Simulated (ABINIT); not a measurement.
## PbS in ABINIT: the effect of functional

The system is PbS.

```
Pb S
1.0
     3.65366    0.00000    0.00000
     0.00000    3.65366    0.00000
     0.00000    0.00000    3.65366
Pb S
1 1
Cartesian
  0.0000 0.0000 0.0000
  1.8268 1.8268 1.8268
```

Measurements of this composition are mostly on another form, of space group No. 225.

Alike in all runs:

* Program: ABINIT 10.8.3 (patched build)
* Task: single point
* Potentials or basis: JTH PAW PBE v2.0
* Cutoff: 707 eV
* k mesh: 7 × 7 × 7
* Occupations: fermi-dirac, width 0.05 eV
* Spin: no spin polarisation

```tsv
functional	pressure (GPa)
LDA	-5.4
PBEsol	-3.7
RPBE	1.8
BLYP	4.3
AM05	-3.2
revPBE	1.2
PW91	?
WC	-3.6
```

**Question.** What does the run with functional PW91 give?

**Answer.** Pressure -0.3 GPa.

Caveats: the PAW data sets were made with another functional, which shifts forces and pressure a little.

Runs at the PBE level aren't shown here.
